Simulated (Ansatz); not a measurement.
# Calculated electric field gradients for LiHS

The cell is a Materials Project structure (computed, not necessarily an observed phase), atoms as given.

```cif
data_LiHS
_symmetry_space_group_name_H-M 'Pcca'
_symmetry_Int_Tables_number 54
_cell_length_a 12.3310
_cell_length_b 3.9573
_cell_length_c 7.9160
_cell_angle_alpha 90.000
_cell_angle_beta 90.000
_cell_angle_gamma 90.000
loop_
_atom_site_label
_atom_site_type_symbol
_atom_site_symmetry_multiplicity
_atom_site_Wyckoff_symbol
_atom_site_fract_x
_atom_site_fract_y
_atom_site_fract_z
Li Li 8 f 0.8750 0.5003 0.0031
H9 H 4 c 0.0000 0.1451 0.2500
H13 H 4 d 0.7500 0.0000 0.8238
S17 S 4 c 0.0000 0.4866 0.2500
S21 S 4 d 0.7500 0.0000 0.9944
```

One atom of each set is listed.

All values are calculated (Ansatz; DFT, r2SCAN, plane waves and PAW, scalar-relativistic, 500 eV cutoff, Γ-centred 3×7×4 k-points, Fermi–Dirac smearing 0.02 eV), not measured.

V_zz is the principal component of the electric field gradient with the largest magnitude, η = (V_xx − V_yy)/V_zz and C_Q = eQV_zz/h.

⁶Li: I = 1, Q = -0.8080 mb; ²H: I = 1, Q = 2.858 mb; 33S: I = 3/2, Q = -69.40 mb. Nuclear quadrupole moments: year-2017 set (Pyykkö).

Problem. Which values are expected at the nuclei?

Solution. 

| site | atoms | first shell | V_xx, V_yy, V_zz (10²¹ V/m²) | η | C_Q (MHz) |
| --- | --- | --- | --- | --- | --- |
| Li | 8 | 4 S at 2.49–2.53 Å | 0.005, 0.011, -0.016 | 0.35 | 0.000 |
| H9 | 4 | 1 S at 1.35 Å | -1.07, -1.11, 2.19 | 0.02 | 0.151 |
| H13 | 4 | 1 S at 1.35 Å | -1.08, -1.12, 2.20 | 0.02 | 0.152 |
| S17 | 4 | 1 H at 1.35 Å; also 4 Li at 2.49–2.53 Å | -7.94, -9.84, 17.78 | 0.11 | -29.8 |
| S21 | 4 | 1 H at 1.35 Å; also 4 Li at 2.51 Å | -7.92, -9.83, 17.75 | 0.11 | -29.8 |

At H9 and H13 V_zz points along its bond to S (within 1°) in each case. At S17 and S21 V_zz points along its bond to H (within 1°) in each case.

Hardware: 1 thread of Intel Xeon Platinum 8488C (Sapphire Rapids) (x86_64; 64 cores open to the job, memory cap 2.5 GiB, no GPU), a shared host with a load of 0.6 a core. Wall time 98 s, CPU time 97 s, peak memory 1.6 GiB.
